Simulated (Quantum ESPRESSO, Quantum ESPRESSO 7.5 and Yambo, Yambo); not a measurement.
**How the form of the self-energy moves the gap of CuI (Marshite)**

How much does the gap of CuI (Marshite) depend on the approximation to the self-energy?

Program: Quantum ESPRESSO 7.5 and Yambo 5.3.0. Level of theory: PBE and many-body steps on it, plane waves. Results are calculated unless marked as measured.

The database entry behind the starting cell differs from later determinations by our own check (about 0.15 % long (mineral sample)), so it need not match the best structure at ambient conditions.

In doubt: a PseudoDojo file used here is known to give poor structures and forces, which bears on pressures, cells, forces and phonons.

## 1. Starting point

Symmetry: F-43m, No. 216, cubic system. Conventional cell: a = 6.063 Å, b = 6.063 Å, c = 6.063 Å, α = 90.00°, β = 90.00°, γ = 90.00°. Nearest to Cu lie 4 I at 2.63 Å. Nearest to I lie 4 Cu at 2.63 Å. Farther neighbours and most contacts between anions are not listed.

The cell and positions come from the Crystallography Open Database and are kept as given unless a step says otherwise. Spin-orbit coupling is left out unless a step names it.

## 2. Empty states on the mesh, 4×4×4 mesh, 522 bands

This step: Quantum ESPRESSO 7.5; DFT, PBE, plane waves, norm-conserving pseudopotentials.

The sums over transitions need many empty states on a uniform mesh; this step solves for them.

pw.in

```
&control
  calculation = 'nscf'
  prefix = 'x'
  outdir = 'o'
  pseudo_dir = 'pseudo'
/
&system
  ibrav = 0
  nat = 2
  ntyp = 2
  ecutwfc = 84.0
  nbnd = 522
  force_symmorphic = .true.
/
&electrons
  conv_thr = 1e-9
  electron_maxstep = 80
  diago_full_acc = .true.
  diago_thr_init = 5e-6
/
ATOMIC_SPECIES
  Cu 63.546 Cu.upf
  I 126.9 I.upf
CELL_PARAMETERS angstrom
  0.0000000000 3.0315000000 3.0315000000
  3.0315000000 0.0000000000 3.0315000000
  3.0315000000 3.0315000000 0.0000000000
ATOMIC_POSITIONS crystal
  Cu 0.2500000000 0.2500000000 0.2500000000
  I 0.0000000000 0.0000000000 0.0000000000
K_POINTS automatic
  4 4 4 0 0 0
```

The run is started by

```sh
OMP_NUM_THREADS=1 mpirun -n 4 pw.x -nk 4 -in pw.in > pw.out
```

Output:

```text
Program PWSCF v.7.5 starts

     This program is part of the open-source Quantum ESPRESSO suite
     for quantum simulation of materials; please cite
         "P. Giannozzi et al., J. Phys.:Condens. Matter 21 395502 (2009);
         "P. Giannozzi et al., J. Phys.:Condens. Matter 29 465901 (2017);
         "P. Giannozzi et al., J. Chem. Phys. 152 154105 (2020);
     in publications or presentations arising from this work. More details at

     Atomic positions and unit cell read from directory:
     o/x.save/

     Message from routine setup:
[...]
-167.0560-113.9828-113.9828-113.9828-102.3482 -59.7749 -59.7749 -59.7749
[...]
56.0990  57.0435  57.0435  57.2285  60.2286  60.2286  60.8490  60.8490
     [... 54 further rows ...]
   245.5165 245.7983 245.8794 245.8794 247.0435 247.8433 247.8433 248.8994
   248.9200 248.9200

          k = 0.3536 0.0000 0.0000 (  4865 PWs)   bands (ev):

     [... further k-points ...]

     highest occupied, lowest unoccupied level (ev):     9.1591   10.2556

     XML data file, pseudopotentials, collected wavefunctions

=------------------------------------------------------------------------------=
   JOB DONE.
=------------------------------------------------------------------------------=
```

Wall time 2.1 min (4 MPI ranks of Intel Xeon Platinum 8259CL at 2.50GHz (Skylake/Cascade Lake), shared host); peak memory 1.2 GiB; 8.5 min of CPU time.

Numbers from this step:

```
gap                                                           : 1.096 eV
k of the valence top                                          : 0, 0, 0
k of the conduction bottom                                    : 0, 0, 0
least direct gap                                              : 1.096 eV
k points computed                                             : 8
lowest point of the top converged band, above the valence top : 233.2576 eV
```

On this mesh the gap is 1.096 eV.

The density comes from a self-consistent run that is not shown.

## 3. Conversion and set-up

This step: Yambo 5.3.0; conversion and set-up on PBE, plane waves, norm-conserving pseudopotentials.

The states are converted to the many-body program's format and the q mesh is built.

The run is started by

```sh
(cd o/x.save; p2y > p2y.log; mv SAVE ../..); yambo > setup.log
```

Output:

```text
 Yambo, version 5.3.0

 [02] CORE Variables Setup
 =========================

  [02.01] Unit cells
  ==================

  Cell kind             :  FCC
  Atoms in the cell     :  Cu  I
  number of Cu atoms    :  1
  number of I  atoms    :  1

  List of atomic masses
  Mass of Cu    :  63.54600
  Mass of I     :  126.9000

  List of atomic coordinates    : [cc]
  Cu1       :  2.864352  2.864352  2.864352  order 1
  I1       :  0.000000  0.000000  0.000000  order 2

  Alat factors          :  5.728705  5.728705  5.728705 [a.u.]
  Direct lattice volume :  376.0099 [a.u.]
[...]
==========================================

 IBZ Q-points                                      :   8
 BZ  Q-points                                      :   64

 K/Q-points units:
 rlu = crystal or reduced units; cc = cartesian coordinates; iku = interal k-units

 Q [1]          [rlu]:  0.000000  0.000000  0.000000
 Q [2]          [rlu]:  0.42768E-17  0.42768E-17  0.25000
 Q [3]          [rlu]: -0.85536E-17 -0.85536E-17 -0.50000
[...]
Q [7]          [rlu]: -0.72444E-17 -0.50000     -0.50000
 Q [8]          [rlu]:  0.250000 -0.500000 -0.250000

  [03.01] X indexes
  =================

   [03.01.01] Sigma indexes
   ========================

 [06] Game Over & Game summary
```

Wall time 5.8 s (1 MPI rank); peak memory 0.26 GiB.

## 4. G0W0, Godby-Needs plasmon pole

G0W0 replaces the xc potential by the self-energy, built once from these orbitals. Only a window of levels is corrected, while the sums run over the empty bands that the input names.

This step: G0W0 on PBE, plane waves, norm-conserving pseudopotentials.

gw2.in

```
HF_and_locXC
gw0
dyson
ppa
em1d
rim_cut
RandQpts= 1000000
RandGvec= 1 RL
EXXRLvcs= 84 Ry
VXCRLvcs= 336 Ry
Chimod= "HARTREE"
% BndsRnXp
 1 | 225 |
%
NGsBlkXp= 17 Ry
% LongDrXp
 1 | 1 | 1 |
%
% GbndRnge
 1 | 225 |
%
DysSolver= "n"
ExtendOut
PPAPntXp= 27.21138 eV
% QPkrange
 1 | 1 | 21 | 24 |
%
```

The run is started by

```sh
OMP_NUM_THREADS=1 mpirun -n 4 yambo -F gw2.in -J gw2 -C gw2 > gw2.log
```

Output:

```text
 Yambo, version 5.3.0

 [02] CORE Variables Setup
 =========================

  [... cell, symmetries and grids as in the set-up ...]

  [02.05] Energies & Occupations
  ==============================

  [X] === General ===
  [X] Electronic Temperature                        :  0.000000  0.000000 [eV K]
  [X] Bosonic    Temperature                        :  0.000000  0.000000 [eV K]
  [X] Finite Temperature mode                       : no
  [X] El. density                                   :  0.78968E+24 [cm-3]
  [X] Fermi Level                                   :  9.159113 [eV]

  [X] === Gaps and Widths ===
  [X] Conduction Band Min                           :  1.096441 [eV]
  [X] Valence Band Max                              :  0.000000 [eV]
  [X] Filled Bands                                  :  22
  [X] Empty Bands                                   :    23   522
  [X] Direct Gap                                    :  1.096441 [eV]
  [X] Direct Gap localized at k                     :  1
  [X] Indirect Gap                                  :  1.096441 [eV]
  [X] Indirect Gap between kpts                     :  1  1
  [X] Last valence band width                       :  1.487453 [eV]
  [X] 1st conduction band width                     :  3.372476 [eV]

 [03] Transferred momenta grid and indexing
 ==========================================

 IBZ Q-points                                      :   8
 BZ  Q-points                                      :   64

 K/Q-points units:
 rlu = crystal or reduced units; cc = cartesian coordinates; iku = interal k-units

 Q [1]          [rlu]:  0.000000  0.000000  0.000000
 Q [2]          [rlu]:  0.42768E-17  0.42768E-17  0.25000
 Q [3]          [rlu]: -0.85536E-17 -0.85536E-17 -0.50000
 Q [4]          [rlu]:  0.36222E-17  0.25000      0.25000
 Q [5]          [rlu]:  0.32032E-16  0.25000      0.50000
 Q [6]          [rlu]: -0.85536E-17  0.25000     -0.25000
 Q [7]          [rlu]: -0.72444E-17 -0.50000     -0.50000
 Q [8]          [rlu]:  0.250000 -0.500000 -0.250000

 [04] Coloumb potential Random Integration (RIM)
 ===============================================

  [04.01] RIM initialization
  ==========================

  * Diagonal components only detected *

  8 x (sBL volume)        :  0.082461 [a.u.]
  sBZ random points       :  1000000
  Points outside the sBZ  :   7968281
  RL volume               :  0.659691 [a.u.]
  Integrated volume       :  0.662317 [a.u.]

  [04.02] RIM integrals
  =====================

  Gamma point sphere radius             :  0.078953 [a.u.]
  Points outside the sphere             :   800476
  [Int_sBZ(q=0) 1/q^2]*(Vol_sBZ)^(-1/3) =:  7.776341
                                 should be <:  7.795600

  Summary of Coulomb integrals for non-metallic bands |Q|[au] RIM/Bare

  Q [1] 0.100000E-4 0.997530 * Q [2] 0.237462 1.067779
  Q [4] 0.274197 1.066842 * Q [6] 0.387774 1.030576
  Q [5] 0.454705 1.022482 * Q [3] 0.474924 1.021209
  Q [7] 0.548395 1.017473 * Q [8] 0.613124 1.014291

 [WARNING] [Xp] User bands 1-225 break level degeneracy

 [05] Dipoles
 ============

  [05.01] Setup: observables and procedures
  =========================================

 [06] Dynamic Dielectric Matrix (PPA)
 ====================================

 [WR./gw2//ndb.pp]---------------------------------------------------------------
  Brillouin Zone Q/K grids (IBZ/BZ)                :    8   64    8   64
  RL vectors                                       :   5961 [WF]
  Coulomb cutoff potential                         : none
  Electronic Temperature                           :  0.000000 [K]
  Bosonic    Temperature                           :  0.000000 [K]
  PPA    diel. fun.  energies                      : Perdew, Burke & Ernzerhof(X)+Perdew, Burke & Ernzerhof(C)
  wavefunctions                                    : Perdew, Burke & Ernzerhof(X)+Perdew, Burke & Ernzerhof(C)
  Global Gauge                                     : length
  X matrix size                                    :   531
  X band range                                     :    1  225
  X e/h energy range                               : -1.000000 -1.000000 [eV]
  X Time ordering                                  : R
  X Hxc Kernel                                     : HARTREE
  X Drude frequency                                :  0.000000  0.000000
  X poles                                          :  100.0000 [o/o]
  RL vectors in the sum                            :   5961
  [r,Vnl] included                                 : yes
  Field direction                                  :  0.577350E-5  0.577350E-5  0.577350E-5
  BZ energy Double Grid                            : no
  BZ energy DbGd points                            : 0
  BZ Q point size factor                           : -1.000000
  X Optical Averaged directions                    : none

 [07] Local Exchange-Correlation + Non-Local Fock
 ================================================

 [VXC] Plane waves :   39189
 [EXS] Plane waves :   4957

 QP @ state[ 1 ] K range:  1  1
 QP @ state[ 1 ] b range:  21  24

 [xc] Functional : Perdew, Burke & Ernzerhof(X)+Perdew, Burke & Ernzerhof(C)
 [xc] LIBXC used to calculate xc functional
  PP Number of Atomic Species                      :  2
  NLCC RL compoments                               :   39189
  PP Number of Atomic Species                      :  2
  NLCC RL compoments                               :   39189

 [xc] E_xc :  -39.55871 [Ha]
      E_xc :  -79.11742 [Ry]

  Local XC kind (lXC) : Perdew, Burke & Ernzerhof(X)+Perdew, Burke & Ernzerhof(C)
  Non-Local XC kind (nlXC) : Hartree-Fock

  Corrections @ K [1] :  [eV]
 <21|nlXC|21> = -31.04328 -0.21158E-17 <21|lXC|21> = -25.75252  0.000000
 <22|nlXC|22> = -31.04330  0.95537E-17 <22|lXC|22> = -25.75252  0.000000
 <23|nlXC|23> = -7.232220  0.80520E-18 <23|lXC|23> = -11.40864  0.000000
 <24|nlXC|24> = -6.103828  0.95255E-18 <24|lXC|24> = -10.54627  0.000000

 [08] Dyson equation: Newton solver
 ==================================

  [08.01] G0W0 (W PPA)
  ====================

  [  GW  ] Bands range     :    1  225
  [GW/PPA] G damping       :  0.100000 [eV]

  QP @ state[ 1 ] K range:  1  1
  QP @ state[ 1 ] b range:  21  24

   Sc/G bands                                       :    1  225
   Sc/G damping                                     :  0.100000 ev
   Sc bands terminator                              : no
   Sx RL components                                 :   4957

   QP @ state[ 1 ] K range                          :  1  1
   QP @ state[ 1 ] b range                          :  21  24
   GF energies kind                                 : Perdew, Burke & Ernzerhof(X)+Perdew, Burke & Ernzerhof(C)
   GF WF`s kind                                     : Perdew, Burke & Ernzerhof(X)+Perdew, Burke & Ernzerhof(C)
   Xs energies kind                                 : Perdew, Burke & Ernzerhof(X)+Perdew, Burke & Ernzerhof(C)
   Xs WF`s kind                                     : Perdew, Burke & Ernzerhof(X)+Perdew, Burke & Ernzerhof(C)

 [11] Game Over & Game summary
```

Run time: 24 min. Hardware: 4 MPI ranks; peak memory 2 GiB; 1.6 h of CPU time.

Numbers from this step:

- G0W0 gap on the points computed: 1.563 eV
- starting gap on the mesh: 1.096 eV
- k of the valence top: 0, 0, 0
- k of the conduction bottom: 0, 0, 0
- least direct G0W0 gap on the computed points: 1.563 eV
- Z at the valence top: 0.7590
- Z at the conduction bottom: 0.8162

The gap on the mesh goes from 1.10 eV to 1.56 eV, a correction of +0.47 eV.

(Continued in part 2 of 2.)

[Paths, hosts, dates, memory and timing lines, banners, echoed tables and standing remarks are left out of the program output.]

[Logs are printed without paths, hosts, clocks, repeated set-up lines and the standing remarks that a program may print on its own settings, such as how far it seeks lower states.]

[Runs of the session that timed out or met a known fault of the program may be left out.]

[Hosts, paths, dates, database ids (printed as entryN), source tags and the programs' standing remarks are cut or masked in the printed files.]
